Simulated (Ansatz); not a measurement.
An Ansatz input:

```yaml
crystal:
  lattice:
    - [2.398467345, 0.0, 0.0]
    - [-1.1992336725, 2.0771336509, 0.0]
    - [0.0, 0.0, 4.301725299]
  atoms:
    - { symbol: Cr, position: [0.3333333333, 0.6666666667, 0.25], spin: 1.5 }
    - { symbol: Cr, position: [0.6666666667, 0.3333333333, 0.75], spin: -1.5 }
hamiltonian:
  xc: rpbe
  pseudopotentials:
    kind: paw
    azcp:
      Cr: "pseudopotentials/Cr.paw.azcp"
basis:
  ecutwfc: 420
  fft_grid_basis: typed
kpoints:
  mp_grid: { grid: [16, 16, 8], shift: [0, 0, 0] }
magnetization:
  spin_polarized: true
scf:
  occupations: { method: fermi_dirac, width: 0.05 }
  lower_state_search: "off"
output:
  stress: true
```

Output

```
Engine: ansatz 0.2.0, x86_64-unknown-linux-gnu
Pseudopotentials: kind: paw
Pseudopotential: Cr, paw, valence charge 14, recommended cutoff 420 eV (normal) 
Functional definition: RPBE
  parameter kappa = 0.804
  parameter beta = 0.06672455060314922
  exchange = rpbe_x(kappa = kappa, mu = beta*pi^2/3)
  correlation = pbe_c(beta = beta)
Crystal: 2 atoms, lattice volume = 21.431 Å³
Basis set: ecut = 420 eV, 393 PW (Γ)
Bands: 20, of which v1, the nominal top of the filled ones, is band 14 counted from 1 (13 counted from 0)
Symmetry: 12 space group operations
Space group: P-6m2 (ITA 187), of the structure as read, at distance tolerance 2.8e-5 Å
Magnetic group: BNS 194.267 (UNI 1497), of the structure as read, at distance tolerance 2.8e-5 Å
k-points: 150 of 2048 (time reversal used)
Non-local potential: Cr, projectors of the file, l = 0: 3, l = 1: 2, l = 2: 3, l = 3: 1
PAW form: soft (Blöchl's): semilocal exchange-correlation on the pseudo side does not see the compensation charge
PAW frozen core: Cr, regenerated for the run's functional, and the local potential with it (the file was generated under x = pbe(κ = 0.804, μ = 0.2195149727645171), c = pbe(β = 0.06672455060314922))
PAW one-centre angular grid: Cr, 590 points (default); XC on 64 Gauss nodes
Initial density: superposition of atomic densities (chi_scale 0.1, normalization cell)
Starting moments: Σ|m| = 3 μB on 2 of 2 sites
Starting magnetic order: antiferromagnet; an inversion exchanges its spin sublattices: spin-degenerate at every k-point
Initial wavefunctions: pseudopotential atomic-orbital guess
Functional: x = rpbe, c = pbe(β = 0.06672455060314922)
SCF iter   1: F=—  HF=-6765.421276 eV  |F-HF|=—  |Δ(HF+E_count)|=         —  Δρ=1.51e-1 (↑1.51e-1 ↓1.51e-1)  dr2=8.85e0  dr2_m=1.89e0  M=0.000 μB ∫|m|=1.260 μB  β_m=0.30  ethr=3.10e-3  ⟨swp⟩=3.5  Hψ=20955  notcnv=0  defer=23
SCF iter   2: F=—  HF=-6763.779773 eV  |F-HF|=—  |Δ(HF+E_count)|=    1.64e0  Δρ=9.28e-2 (↑9.28e-2 ↓9.28e-2)  dr2=2.67e0  dr2_m=9.52e-1  M=0.000 μB ∫|m|=1.215 μB  β_m=0.30  ethr=3.10e-3  ⟨swp⟩=2.2  Hψ=13400  notcnv=0  defer=162
SCF iter   3: F=—  HF=-6763.202639 eV  |F-HF|=—  |Δ(HF+E_count)|=   5.77e-1  Δρ=4.91e-2 (↑4.91e-2 ↓4.91e-2)  dr2=7.26e-2  dr2_m=4.21e-1  M=-0.000 μB ∫|m|=1.234 μB  β_m=0.30  ethr=3.10e-3  ⟨swp⟩=2.3  Hψ=11384  notcnv=0  defer=162
SCF iter   4: F=—  HF=-6763.217936 eV  |F-HF|=—  |Δ(HF+E_count)|=   1.53e-2  Δρ=4.17e-2 (↑4.17e-2 ↓4.17e-2)  dr2=1.58e-2  dr2_m=3.37e-1  M=0.000 μB ∫|m|=1.062 μB  β_m=0.30  ethr=2.59e-4  ⟨swp⟩=2.8  Hψ=14444  notcnv=0  defer=126
SCF iter   5: F=—  HF=-6763.250641 eV  |F-HF|=—  |Δ(HF+E_count)|=   3.27e-2  Δρ=3.45e-2 (↑3.45e-2 ↓3.44e-2)  dr2=5.10e-4  dr2_m=2.33e-1  M=-0.000 μB ∫|m|=0.953 μB  β_m=0.30  ethr=5.64e-5  ⟨swp⟩=2.1  Hψ=11442  notcnv=0  defer=124
...
iter 18 did not close the SCF: its close was put off for a magnetic moment that had not settled (scf_convergence_deferred on its scf_iter line)
SCF iter  18: F=-6763.366128 eV  HF=-6763.366128 eV  |F-HF|=3.52e-8  |Δ(HF+E_count)|=   8.29e-8  Δρ=1.02e-5 (↑9.67e-6 ↓1.02e-5)  dr2=1.22e-9  dr2_m=1.89e-8  M=0.000 μB ∫|m|=0.000 μB  β_m=0.79  ethr=3.57e-10  ⟨swp⟩=4.0  Hψ=17107  notcnv=0
iter 19 did not close the SCF: its close was put off for a magnetic moment that had not settled (scf_convergence_deferred on its scf_iter line)
SCF iter  19: F=-6763.366128 eV  HF=-6763.366128 eV  |F-HF|=1.13e-9  |Δ(HF+E_count)|=   5.73e-8  Δρ=2.19e-6 (↑2.16e-6 ↓2.19e-6)  dr2=4.77e-10  dr2_m=7.67e-10  M=0.000 μB ∫|m|=0.000 μB  β_m=0.88  ethr=4.36e-12  ⟨swp⟩=1.0  Hψ=18857  notcnv=0
SCF iter  20: F=-6763.366128 eV  HF=-6763.366128 eV  |F-HF|=2.18e-11  |Δ(HF+E_count)|=   2.34e-9  Δρ=2.48e-7 (↑2.48e-7 ↓2.46e-7)  dr2=3.59e-13  dr2_m=1.18e-11  M=0.000 μB ∫|m|=0.000 μB  ethr=1.70e-12  ⟨swp⟩=1.0  Hψ=16773  notcnv=0
WARN: the starting moments were not kept: the SCF closed with an absolute magnetisation of 3.7e-6 μB, where they sum to 3 μB in size (2 sites). That is at most 0.1 of that sum. Measured as dr2_m measures the in/out step, that magnetisation stands 2.4e-12 eV from none, at or under the dr2_threshold of 1.0e-7 eV: it is no larger than a step whose dr2_m would equal this threshold. The system may hold no moment; this SCF shows only that its start led to no more than that. To try another start: raise the starting moments (crystal.atoms[].spin, magnetization.per_species, magnetization.initial_magnetization, or on a non-collinear deck that types none of these the spinor_matrix: blocks that start its atoms; where the total moment is fixed, keep their sum and leave initial_magnetization as it is; typed ones take the place of any that the run laid by itself, positive ones on a crystal's lanthanoids without a Hubbard term where scf.initial_density.shell_occupations: [] is typed) or, if the notice of its spin-set hold's release reads "site moments contracting" or "site moments show no strong build", lengthen the hold (scf.mixing.spin_hold: { on: { confirm: 4 } }; for m-r²SCAN on two components see the key's manual first). Each may lead to a state that holds a moment. A second SCF, from the converged charge density, with the starting moments and any scf.initial_density.shell_occupations laid on it anew, would have followed, and was not run: the deck does not ask for one (magnetization.retry_lost_moments is false, the default). To let it run, set magnetization.retry_lost_moments: true and run the deck again, where that key's refused combinations let it; where memory then withholds it, that run's warning says so.
SCF 1 converged in 20 iterations: F = -6763.366128 eV  dr2 = 3.59e-13
SCF converged after 20 iterations
Magnetization: 0.0000 μB (14.0000 up, 14.0000 down)
Absolute magnetization: 0.0000 μB (∫|ρ↑−ρ↓|, with the PAW one-centre terms)
Spin contamination: 0.0000 ħ² per cell (⟨S²⟩ above its minimum at these occupations)
Per-site moments (μB) at R_I (Å): [(5.79436687196378e-7, 0.9893677798083524), (-5.2954756754631064e-8, 0.9893677798083524)]
Free energy (F): -6763.366128 eV
Harris-Foulkes:  -6763.366128 eV  (|F-HF|=2.18e-11)
Internal energy: -6763.341589 eV  (E = F + TS)
E sigma→0 (E₀):  -6763.353859 eV
Entropy (-TS):   -0.024539 eV (-12.270 meV/atom)
Fermi energy:    21.133787 eV
--- Per-component energies (eV) ---
  E_band       = -235.908286
  E_kinetic    = 693.613200
  E_local      = -2232.660887  (includes V_loc(G=0)·N_el)
  E_nonlocal   = 158.289657
  E_hartree    = 993.421949
  E_xc         = -282.340763
  E_vxc        = -359.961121  (∫ρ·V_xc dr)
  E_paw        = -2401.113842  (= ΣΔE_a)
  E_vpaw       = -482.033773  (= ΣTr[D̂ρ^β])
  E_aug_tail   = 0.000770  (compensation charges beyond the density's cutoff)
  E_ewald      = -3692.450121
  E_core_change = -0.101553  (= ΣΔE_core)
  E_smearing   = -0.024539  (= −TS)
  E_closure    = 0.000000  (closes the sum)
  Σ components = -6763.366128   (vs F -6763.366128, Δ=0.00e0)
--- Stress (GPa, compression-positive) ---
       38.550808       0.000000      -0.000000
        0.000000      38.550808       0.000000
       -0.000000       0.000000      33.803120
  P = ⅓ Tr σ = 36.9682 GPa (369.682 kbar)
```
